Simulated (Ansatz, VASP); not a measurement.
**Zr in VASP and in Ansatz**

INCAR

```
  PREC = Accurate
  ENCUT = 520
  EDIFF = 1E-6
  ISMEAR = -1
  SIGMA = 0.1
  LREAL = False
  LASPH = True
  NELM = 80
  ALGO = Normal
  ISIF = 2
  LWAVE = False
  LCHARG = False
  GGA = PS
  NBANDS = 19
```

File KPOINTS:

```
regular mesh
0
Gamma
  10 10 10
```

The input POSCAR:

```
Zr
1.0
    0.0000000000      3.1128971656      3.1128971656
    3.1128971656      0.0000000000      3.1128971656
    3.1128971656      3.1128971656      0.0000000000
Zr
2
Direct
    0.1250000000      0.1250000000      0.1250000000
    0.8750000000      0.8750000000      0.8750000000
```

Input for Ansatz:

```yaml
crystal:
  lattice:
    - [0.0, 3.1128971656, 3.1128971656]
    - [3.1128971656, 0.0, 3.1128971656]
    - [3.1128971656, 3.1128971656, 0.0]
  atoms:
    - { symbol: Zr, position: [0.125, 0.125, 0.125] }
    - { symbol: Zr, position: [0.875, 0.875, 0.875] }
hamiltonian:
  xc: pbesol
  pseudopotentials:
    kind: paw
    azcp:
      Zr: "pseudopotentials/Zr.paw.azcp"
basis:
  ecutwfc: 420
  fft_grid_basis: typed
kpoints:
  mp_grid: { grid: [10, 10, 10], shift: [0, 0, 0] }
magnetization:
  spin_polarized: false
scf:
  occupations: { method: fermi_dirac, width: 0.1 }
  lower_state_search: "off"
output:
  stress: true
```

Alike in both runs: task single point; functional PBEsol; k mesh 10 × 10 × 10; occupations fermi-dirac, width 0.1 eV; no spin polarisation.

|  | VASP | Ansatz |
| --- | --- | --- |
| version | VASP 6.6.1 | Ansatz 0.2.0 |
| potentials or method | VASP PAW PBE potentials, release 64 (Zr_sv) | plane waves (420 eV) with PAW, scalar-relativistic |
| plane-wave cutoff (eV) | 520 | 420 |
| valence electrons in the cell | 24 | 24 |

Ansatz gave:

- pressure (GPa): -1.4

Task: What did VASP give for the same quantities?

Result: Pressure (GPa): -1.3.

Ansatz warned: «pseudo_functional_mismatch».

Caveats: the PAW data sets were made with another functional, which shifts forces and pressure a little (VASP).
